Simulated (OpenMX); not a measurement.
# GaSb (F-43m) in OpenMX: further runs, part 2 of 2

OpenMX 3.8.5.

### Step 3. Single point, PBE, 28.62 Å³/atom

GaSb.dat

```
System.CurrrentDirectory             ./
System.Name                          GaSb
DATA.PATH                            ./DFT_DATA13
level.of.stdout                      1
level.of.fileout                     0
Species.Number                       2
<Definition.of.Atomic.Species
  Sb  Sb7.0-s3p2d2f1         Sb_PBE13
  Ga  Ga7.0-s3p2d2f1         Ga_PBE13
Definition.of.Atomic.Species>

Atoms.Number                         2
Atoms.SpeciesAndCoordinates.Unit     FRAC
<Atoms.SpeciesAndCoordinates
    1  Sb    0.7500000000    0.7500000000    0.7500000000   7.500  7.500
    2  Ga    0.0000000000    0.0000000000    0.0000000000   6.500  6.500
Atoms.SpeciesAndCoordinates>

Atoms.UnitVectors.Unit               Ang
<Atoms.UnitVectors
     0.0000000000    3.0590000000    3.0590000000
     3.0590000000    0.0000000000    3.0590000000
     3.0590000000    3.0590000000    0.0000000000
Atoms.UnitVectors>

scf.XcType                           GGA-PBE
scf.SpinPolarization                 off
scf.ElectronicTemperature            580.226
scf.energycutoff                     500.0
scf.maxIter                          100
scf.EigenvalueSolver                 band
scf.Kgrid                            9 9 9
scf.Mixing.Type                      rmm-diisk
scf.Init.Mixing.Weight               0.05
scf.Min.Mixing.Weight                0.001
scf.Max.Mixing.Weight                0.3
scf.Mixing.History                   25
scf.Mixing.StartPulay                8
scf.criterion                        1.0e-8
MD.Type                              nomd
```

Potentials or basis: OpenMX 2013 PBE set, Sb7.0-s3p2d2f1, Ga7.0-s3p2d2f1, fixed grid of 48 × 48 × 48 points.

Started as:

```
$ openmx GaSb.dat -nt 1 > GaSb.std
```

It took 1.8 min on 1 thread of Arm Neoverse V1, shared host; peak memory 0.96 GiB.

Results (log left out):

- Free energy: -4448.8155 eV
- Band gap on the k mesh: none (metal or under the smearing width)
- Mulliken charges: Sb +0.59; Ga -0.59 e

Caveat: Mulliken charges move with the basis; the basis of atomic orbitals isn't converged, which shifts pressures, moduli and gaps.

### Step 4. Single point, PBE, 28.05 Å³/atom (volume scaled by 0.98)

Changes to GaSb.dat since step 3:

```diff
@@ -20,5 +20,5 @@
 <Atoms.UnitVectors
-     0.0000000000    3.0590000000    3.0590000000
-     3.0590000000    0.0000000000    3.0590000000
-     3.0590000000    3.0590000000    0.0000000000
+     0.0000000000    3.0384691801    3.0384691801
+     3.0384691801    0.0000000000    3.0384691801
+     3.0384691801    3.0384691801    0.0000000000
 Atoms.UnitVectors>
@@ -28,3 +28,2 @@
 scf.ElectronicTemperature            580.226
-scf.energycutoff                     500.0
 scf.maxIter                          100
@@ -40 +39,3 @@
 MD.Type                              nomd
+scf.Ngrid                            48 48 48
+scf.energycutoff                     500.0
```

Started as:

```
$ openmx GaSb.dat -nt 1 > GaSb.std
```

It took 1.8 min on 1 thread of Arm Neoverse V1, shared host; peak memory 0.97 GiB.

It converged, with:

- Free energy: -4448.7822 eV
- Band gap on the k mesh: 0.15 eV, direct
- Mulliken charges: Sb +0.56; Ga -0.56 e

Caveat: Mulliken charges move with the basis; spin-orbit coupling is left out, which moves the levels of the heavy elements; an odd mesh through Γ misses points on the zone boundary, where band edges often lie; the basis of atomic orbitals isn't converged, which shifts pressures, moduli and gaps.

### Step 5. Single point, PBE, 29.20 Å³/atom (volume scaled by 1.02)

Changes to GaSb.dat since step 4:

```diff
@@ -20,5 +20,5 @@
 <Atoms.UnitVectors
-     0.0000000000    3.0384691801    3.0384691801
-     3.0384691801    0.0000000000    3.0384691801
-     3.0384691801    3.0384691801    0.0000000000
+     0.0000000000    3.0792588685    3.0792588685
+     3.0792588685    0.0000000000    3.0792588685
+     3.0792588685    3.0792588685    0.0000000000
 Atoms.UnitVectors>
```

Started as:

```
$ openmx GaSb.dat -nt 1 > GaSb.std
```

It took 1.7 min on 1 thread of Arm Neoverse V1, shared host; peak memory 0.95 GiB.

Results (log left out):

| Property | Result |
| --- | --- |
| Free energy | -4448.8393 eV |
| Band gap on the k mesh | none (metal or under the smearing width) |
| Mulliken charges | Sb +0.61; Ga -0.61 e |

Caveat: Mulliken charges move with the basis; the basis of atomic orbitals isn't converged, which shifts pressures, moduli and gaps.

### Step 6. Single point, PBE, 27.48 Å³/atom (volume scaled by 0.96)

Changes to GaSb.dat since step 5:

```diff
@@ -20,5 +20,5 @@
 <Atoms.UnitVectors
-     0.0000000000    3.0792588685    3.0792588685
-     3.0792588685    0.0000000000    3.0792588685
-     3.0792588685    3.0792588685    0.0000000000
+     0.0000000000    3.0176570942    3.0176570942
+     3.0176570942    0.0000000000    3.0176570942
+     3.0176570942    3.0176570942    0.0000000000
 Atoms.UnitVectors>
```

Potentials or basis: OpenMX 2013 PBE set, Sb7.0-s3p2d2f1, Ga7.0-s3p2d2f1, fixed grid of 48 × 48 × 48 points.

Started as:

```
$ openmx GaSb.dat -nt 1 > GaSb.std
```

Run time: 2.1 min. Hardware: 1 thread of Arm Neoverse V1, shared host; peak memory 1 GiB.

The run converged. Its results:

```yaml
Free_energy: -4448.7402 eV
Band_gap_on_the_k_mesh: 0.30 eV, direct
Mulliken_charges: Sb +0.54; Ga -0.54 e
```

Caveat: Mulliken charges move with the basis; spin-orbit coupling is left out, which moves the levels of the heavy elements; an odd mesh through Γ misses points on the zone boundary, where band edges often lie; the basis of atomic orbitals isn't converged, which shifts pressures, moduli and gaps.

### Step 7. Single point, PBE, 29.77 Å³/atom (volume scaled by 1.04)

Changes to GaSb.dat since step 6:

```diff
@@ -20,5 +20,5 @@
 <Atoms.UnitVectors
-     0.0000000000    3.0176570942    3.0176570942
-     3.0176570942    0.0000000000    3.0176570942
-     3.0176570942    3.0176570942    0.0000000000
+     0.0000000000    3.0992546163    3.0992546163
+     3.0992546163    0.0000000000    3.0992546163
+     3.0992546163    3.0992546163    0.0000000000
 Atoms.UnitVectors>
```

Started as:

```
$ openmx GaSb.dat -nt 1 > GaSb.std
```

Run time: 1.7 min. Hardware: 1 thread of Arm Neoverse V1, shared host; peak memory 0.94 GiB.

The run converged. Its results:

| Property | Result |
| --- | --- |
| Free energy | -4448.8556 eV |
| Band gap on the k mesh | none (metal or under the smearing width) |
| Mulliken charges | Sb +0.62; Ga -0.62 e |

Caveat: Mulliken charges move with the basis; the basis of atomic orbitals isn't converged, which shifts pressures, moduli and gaps.

### Step 8. Single point, PBE, 26.91 Å³/atom (volume scaled by 0.94)

Changes to GaSb.dat since step 7:

```diff
@@ -20,5 +20,5 @@
 <Atoms.UnitVectors
-     0.0000000000    3.0992546163    3.0992546163
-     3.0992546163    0.0000000000    3.0992546163
-     3.0992546163    3.0992546163    0.0000000000
+     0.0000000000    2.9965539066    2.9965539066
+     2.9965539066    0.0000000000    2.9965539066
+     2.9965539066    2.9965539066    0.0000000000
 Atoms.UnitVectors>
```

Started as:

```
$ openmx GaSb.dat -nt 1 > GaSb.std
```

It took 2.1 min on 1 thread of Arm Neoverse V1, shared host; peak memory 1 GiB.

The run converged. Its results:

* Free energy: -4448.6877 eV
* Band gap on the k mesh: 0.45 eV, direct
* Mulliken charges: Sb +0.51; Ga -0.51 e

Caveat: Mulliken charges move with the basis; spin-orbit coupling is left out, which moves the levels of the heavy elements; an odd mesh through Γ misses points on the zone boundary, where band edges often lie; the basis of atomic orbitals isn't converged, which shifts pressures, moduli and gaps.

### Step 9. Single point, PBE, 30.34 Å³/atom (volume scaled by 1.06)

Changes to GaSb.dat since step 8:

```diff
@@ -20,5 +20,5 @@
 <Atoms.UnitVectors
-     0.0000000000    2.9965539066    2.9965539066
-     2.9965539066    0.0000000000    2.9965539066
-     2.9965539066    2.9965539066    0.0000000000
+     0.0000000000    3.1189956238    3.1189956238
+     3.1189956238    0.0000000000    3.1189956238
+     3.1189956238    3.1189956238    0.0000000000
 Atoms.UnitVectors>
```

Potentials or basis: OpenMX 2013 PBE set, Sb7.0-s3p2d2f1, Ga7.0-s3p2d2f1, fixed grid of 48 × 48 × 48 points.

Started as:

```
$ openmx GaSb.dat -nt 1 > GaSb.std
```

Wall time 1.7 min (1 thread of Arm Neoverse V1, shared host); peak memory 0.93 GiB.

The run converged. Its results:

| Quantity | Value |
| --- | --- |
| Free energy | -4448.8660 eV |
| Band gap on the k mesh | none (metal or under the smearing width) |
| Mulliken charges | Sb +0.64; Ga -0.64 e |

Caveat: Mulliken charges move with the basis; the basis of atomic orbitals isn't converged, which shifts pressures, moduli and gaps.

### Step 10. Equation of state, PBE

Potentials or basis: OpenMX 2013 PBE set, Sb7.0-s3p2d2f1, Ga7.0-s3p2d2f1, fixed grid of 48 × 48 × 48 points.

No new run: the results of the series are fitted here.

What came out:

| Property | Result |
| --- | --- |
| Equilibrium volume | 31.02 Å³/atom (rough: see the caveat) |
| Bulk modulus | 40 GPa (rough) |

Energy against volume, from the lowest point:
| volume (Å³/atom) | energy (meV/atom) |
| --- | --- |
| 26.907 | 89.14 |
| 27.480 | 62.89 |
| 28.052 | 41.90 |
| 28.625 | 25.23 |
| 29.197 | 13.33 |
| 29.770 | 5.20 |
| 30.342 | 0.00 |

Caveat: the minimum lies outside the volumes run; volumes in these bases differ from converged ones by about 1 %, for some elements by several; the basis of atomic orbitals isn't converged, which shifts pressures, moduli and gaps.
